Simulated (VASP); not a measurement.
# CdTe (F-43m) in VASP: a series of runs, part 2 of 2

VASP 6.6.1. The steps go on from the part before.

### 6 Single point, PBE0

POSCAR reads:

```
CdTe
1.0
    0.0000000000      3.2050000000      3.2050000000
    3.2050000000      0.0000000000      3.2050000000
    3.2050000000      3.2050000000      0.0000000000
Te Cd
1 1
Direct
    0.7500000000      0.7500000000      0.7500000000
    0.0000000000      0.0000000000      0.0000000000
```

INCAR.step1 reads:

```
SYSTEM = CdTe
ALGO     = Normal         ! electronic algorithm
EDIFF    = 1E-5           ! SCF threshold, eV
ENCUT    = 520            ! plane-wave cutoff, eV
GGA      = PE             ! functional
ISIF     = 2              ! what is computed and relaxed
ISMEAR   = 0              ! smearing method
LASPH    = .True.         ! aspherical terms in the spheres
LCHARG   = .False.        ! write CHGCAR
LREAL    = .False.        ! projectors in reciprocal space
LWAVE    = .True.         ! write WAVECAR
NBANDS   = 17             ! bands
NELM     = 100            ! most SCF steps
NKRED    = 1            
PREC     = Accurate       ! precision mode
SIGMA    = 0.01           ! smearing width, eV
```

INCAR.step2 reads:

```
SYSTEM = CdTe
AEXX     = 0.25           ! exact-exchange fraction
ALGO     = Normal         ! electronic algorithm
EDIFF    = 1E-6           ! SCF threshold, eV
ENCUT    = 520            ! plane-wave cutoff, eV
GGA      = PE             ! functional
ISIF     = 2              ! what is computed and relaxed
ISMEAR   = 0              ! smearing method
ISTART   = 1            
LASPH    = .True.         ! aspherical terms in the spheres
LCHARG   = .False.        ! write CHGCAR
LHFCALC  = .True.         ! exact exchange
LREAL    = .False.        ! projectors in reciprocal space
LWAVE    = .False.        ! write WAVECAR
NBANDS   = 17             ! bands
NELM     = 100            ! most SCF steps
NKRED    = 1            
PREC     = Accurate       ! precision mode
PRECFOCK = Fast         
SIGMA    = 0.01           ! smearing width, eV
```

KPOINTS reads:

```
k-points
0
Gamma
  5 5 5
  0 0 0
```

Potentials or basis: VASP PAW PBE potentials, release 64 (Te, Cd).

Launch:

```
$ cat potpaw_PBE.64/Te/POTCAR potpaw_PBE.64/Cd/POTCAR > POTCAR
$ cp INCAR.step1 INCAR
$ mpirun -np 1 vasp_std > vasp.out
$ cp INCAR.step2 INCAR
$ mpirun -np 1 vasp_std > vasp.out
```

OUTCAR:

```text
SYSTEM = CdTe
   AEXX = 0.25
   EDIFF = 1E-6
   ENCUT = 520
   GGA = PE
   ISIF = 2
   ISMEAR = 0
   ISTART = 1
   LASPH = .True.
   LHFCALC = .True.
   LREAL = .False.
   NELM = 100
   NKRED = 1
   PREC = Accurate
   PRECFOCK = Fast

 Found     10 irreducible k-points:

 Following reciprocal coordinates:
            Coordinates               Weight
  0.000000  0.000000  0.000000      1.000000
  0.200000  0.000000  0.000000      8.000000
  0.400000  0.000000  0.000000      8.000000
  0.200000  0.200000  0.000000      6.000000
  0.400000  0.200000  0.000000     24.000000
 -0.400000  0.200000  0.000000     24.000000
   k-points           NKPTS =     10   k-points in BZ     NKDIM =    125   number of bands    NBANDS=     17
   number of dos      NEDOS =    301   number of ions     NIONS =      2
   total plane-waves  NPLWV =  46656
   dimension x,y,z NGX =    36 NGY =   36 NGZ =   36
   dimension x,y,z NGXF=    72 NGYF=   72 NGZF=   72
   ions per type =               1   1
   NGX,Y,Z   is equivalent  to a cutoff of  13.20, 13.20, 13.20 a.u.
   NGXF,Y,Z  is equivalent  to a cutoff of  26.41, 26.41, 26.41 a.u.
 SYSTEM =  CdTe
   PREC   = accura    normal or accurate (medium, high low for compatibility)
   ISTART =      1    job   : 0-new  1-cont  2-samecut
   ICHARG =      0    charge: 1-file 2-atom 10-const
   ISPIN  =      1    spin polarized calculation?
   LNONCOLLINEAR =      F non collinear calculations
   LSORBIT =      F    spin-orbit coupling
   LASPH  =      T    aspherical Exc in radial PAW
   ENCUT  =  520.0 eV  38.22 Ry    6.18 a.u.   8.43  8.43  8.43*2*pi/ulx,y,z
   NELM   =    100;   NELMIN=  2; NELMDL=  0     # of ELM steps
   EDIFF  = 0.1E-05   stopping-criterion for ELM
   LREAL  =      F    real-space projection
   EDIFFG = 0.1E-04   stopping-criterion for IOM
   NSW    =      0    number of steps for IOM
   IBRION =     -1    ionic relax: 0-MD 1-quasi-New 2-CG
   NFREE  =      0    steps in history (QN), initial steepest desc. (CG)
   ISIF   =      2    stress and relaxation
   ISYM   =      3    0-nonsym 1-usesym 2-fastsym
   POTIM  = 0.5000    time-step for ionic-motion
   TEBEG  =    0.0;   TEEND  =   0.0 temperature during run
   PSTRESS=    0.0 pullay stress
   NELECT =      18.0000    total number of electrons
   NUPDOWN=      -1.0000    fix difference up-down
   EMIN   =  10.00;   EMAX   =-10.00  energy-range for DOS
   EFERMI =   0.00;   METHOD = LEGACY
[... 18 lines left out ...]
   HFSCREEN=    0.0000 screening length (either q_TF or 0.3 A-1)
   HFSCREENC=   0.0000 screening length for correlation (either q_TF or 0.3 A-1)
   ENCUTFOCK=  -1.0 apply spherical cutoff to Coloumb kernel
   IVDW    =     0    specifies the selected vdW correction
   LEPSILON=     F    determine dielectric tensor
   LRPA    =     F    only Hartree local field effects (RPA)
 non-spin polarized calculation
 Gauss-broadening in eV      SIGMA  =   0.01
  energy-cutoff  :      520.00
  volume of cell :       65.84
 maximum number of plane-waves:      1807
 NGX is ok and might be reduce to    36
  NGX = 20; NGY = 20; NGZ = 20

 number of electron      17.9999995 magnetization

 Free energy of the ion-electron system (eV)
  ---------------------------------------------------
  ext. energy  EPLUGINS =         0.00000000
  ---------------------------------------------------
  free energy    TOTEN  =        -6.53594072 eV

  energy without entropy =       -6.53594072  energy(sigma->0) =       -6.53594072

 E-fermi :   1.8538     XC(G=0):  -6.9096

 val. band max:        1.7997935981   @ k =   0.0000   0.0000   0.0000
 cond. band min:       4.1064157338   @ k =   0.0000   0.0000   0.0000
 fundamental gap:      2.3066221357
 Fermi energy:         1.8537856787

 k-point     1 :       0.0000    0.0000    0.0000
  band No.  band energies     occupation
      1     -10.6312      2.00000
      2      -7.9702      2.00000
      3      -7.9702      2.00000
      4      -7.9702      2.00000
      5      -7.6790      2.00000
      6      -7.6790      2.00000
[... 97 lines left out ...]
      4      -7.6924      2.00000
      5      -7.6765      2.00000
      6      -7.1094      2.00000
[... 9 lines left out ...]
     16      13.7710      0.00000
     17      16.2504      0.00000

 [... further k-points ...]

------------------------ aborting loop because EDIFF is reached ----------------------------------------

  FORCE on cell =-STRESS in cart. coord.  units (eV):
  Direction    XX          YY          ZZ          XY          YZ          ZX
  --------------------------------------------------------------------------------------
  -------------------------------------------------------------------------------------
  Total        1.3053920      1.3053920      1.3053920     -0.0000000      0.0000000      0.0000000
  in kB       31.7641644     31.7641644     31.7641644     -0.0000000      0.0000000      0.0000000
  external PRESSURE =      31.7641644 kB  Pullay stress =       0.0000000 kB

 VOLUME and BASIS-vectors are now :
 -----------------------------------------------------------------------------
  energy-cutoff  :      520.00
  volume of cell :       65.84
      direct lattice vectors                 reciprocal lattice vectors
     0.000000000  3.205000000  3.205000000    -0.156006240  0.156006240  0.156006240
     3.205000000  0.000000000  3.205000000     0.156006240 -0.156006240  0.156006240
     3.205000000  3.205000000  0.000000000     0.156006240  0.156006240 -0.156006240

 POSITION                                       TOTAL-FORCE (eV/Angst)
 -----------------------------------------------------------------------------------
      4.80750      4.80750      4.80750        -0.000000     -0.000000     -0.000000
      0.00000      0.00000      0.00000         0.000000      0.000000      0.000000
 -----------------------------------------------------------------------------------
    total drift:                               -0.000018     -0.000012     -0.000013

  FREE ENERGIE OF THE ION-ELECTRON SYSTEM (eV)
  ---------------------------------------------------
  free  energy   TOTEN  =        -6.5359407178 eV

  energy  without entropy=       -6.5359407178  energy(sigma->0) =       -6.53594072
```

OUTCAR.step1:

```text
SYSTEM = CdTe
   EDIFF = 1E-5
   ENCUT = 520
   GGA = PE
   ISIF = 2
   ISMEAR = 0
[... 234 lines left out ...]
      4.80750      4.80750      4.80750        -0.000000     -0.000000     -0.000000
      0.00000      0.00000      0.00000         0.000000      0.000000      0.000000
 -----------------------------------------------------------------------------------
    total drift:                                0.000000      0.000000      0.000000

  FREE ENERGIE OF THE ION-ELECTRON SYSTEM (eV)
  ---------------------------------------------------
  free  energy   TOTEN  =        -4.7079181086 eV

  energy  without entropy=       -4.7079181086  energy(sigma->0) =       -4.70791811
```

OSZICAR.step1:

```text
N       E                     dE             d eps       ncg     rms          rms(c)
DAV:   1     0.100633223668E+03    0.10063E+03   -0.82191E+03   348   0.917E+02
DAV:   2    -0.120921686125E+01   -0.10184E+03   -0.97171E+02   397   0.229E+02
DAV:   3    -0.490283168952E+01   -0.36936E+01   -0.36803E+01   391   0.442E+01
DAV:   4    -0.494026170354E+01   -0.37430E-01   -0.37422E-01   517   0.386E+00
DAV:   5    -0.494054242661E+01   -0.28072E-03   -0.28072E-03   395   0.255E-01    0.601E+00
DAV:   6    -0.472314816225E+01    0.21739E+00   -0.34371E-01   397   0.712E+00    0.482E+00
DAV:   7    -0.470651514129E+01    0.16633E-01   -0.11094E-01   402   0.210E+00    0.180E+00
DAV:   8    -0.470751798027E+01   -0.10028E-02   -0.12257E-02   366   0.121E+00    0.477E-01
DAV:   9    -0.470782982246E+01   -0.31184E-03   -0.10534E-03   403   0.348E-01    0.114E-01
DAV:  10    -0.470788282349E+01   -0.53001E-04   -0.11845E-04   433   0.108E-01    0.568E-02
DAV:  11    -0.470791893869E+01   -0.36115E-04   -0.71283E-05   362   0.583E-02    0.314E-02
DAV:  12    -0.470791810855E+01    0.83014E-06   -0.25104E-06   263   0.151E-02
   1 F= -.47079181E+01 E0= -.47079181E+01  d E =-.304068E-19
```

Run time: 7.7 min. Hardware: 1 thread of Intel Xeon Platinum 8488C (Sapphire Rapids), shared host; peak memory 0.22 GiB.

The run converged, but some of its settings lie outside the range that counts as converged, so its numbers aren't taken as properties of the crystal.

What came out:

* Free energy: -6.5359 eV
* Pressure: 3.2 GPa
* Band gap on the k mesh: 2.31 eV, direct

Caveat: the PAW data sets were made with another functional, which shifts forces and pressure a little; spin-orbit coupling is left out, which moves the levels of the heavy elements.
